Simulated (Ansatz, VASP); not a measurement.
Two plane-wave programs on AgBr

The input INCAR:

```
SYSTEM = AgBr
PREC = Accurate ; ENCUT = 520
EDIFF = 1E-6 ; ISMEAR = 0
SIGMA = 0.05 ; LREAL = .False.
LASPH = .True. ; NELM = 100
ALGO = Normal ; ISIF = 2
LWAVE = .False. ; LCHARG = .False.
GGA = PS ; NBANDS = 16
```

The input KPOINTS:

```
Automatic mesh
0
Gamma
  10 10 10
  0 0 0
```

File POSCAR:

```
AgBr
1.0
    0.0000000000      2.9904961495      2.9904961495
    2.9904961495      0.0000000000      2.9904961495
    2.9904961495      2.9904961495      0.0000000000
Ag Br
1 1
Direct
    0.5000000000      0.5000000000      0.5000000000
    0.0000000000      0.0000000000      0.0000000000
```

Input for Ansatz:

```yaml
crystal:
  lattice:
    - [0.0, 2.9904961495, 2.9904961495]
    - [2.9904961495, 0.0, 2.9904961495]
    - [2.9904961495, 2.9904961495, 0.0]
  atoms:
    - { symbol: Ag, position: [0.5, 0.5, 0.5] }
    - { symbol: Br, position: [0.0, 0.0, 0.0] }
basis:
  ecutwfc: 420
kpoints:
  mp_grid: { grid: [10, 10, 10] }
hamiltonian:
  xc: pbesol
scf:
  occupations: { method: gaussian, width: 0.05 }
output:
  forces: true
  stress: true
  eigenvalues: true
```

Alike in both runs: task single point; functional PBEsol; k mesh 10 × 10 × 10; occupations gaussian, width 0.05 eV; no spin polarisation.

```csv
,VASP,Ansatz
version,VASP 6.6.1,Ansatz 0.2.0
potentials or method,"VASP PAW PBE potentials, release 64 (Ag, Br)","scalar-relativistic, plane waves, PAW"
plane-wave cutoff (eV),520,420
valence electrons in the cell,18,26
```

```tsv
	VASP	Ansatz	Ansatz less VASP
gap on the k mesh at the Fermi level (eV)	0.56	0.56	+0.001
least direct gap on the mesh (eV)	2.09	2.09	+0.001
pressure (GPa)	-5.4	-5.4	+0.03
```

The two sets of potentials don't hold the same shells in valence.

Caveats: the PAW data sets were made with another functional, which shifts forces and pressure a little (VASP). A k mesh can miss the band edges.
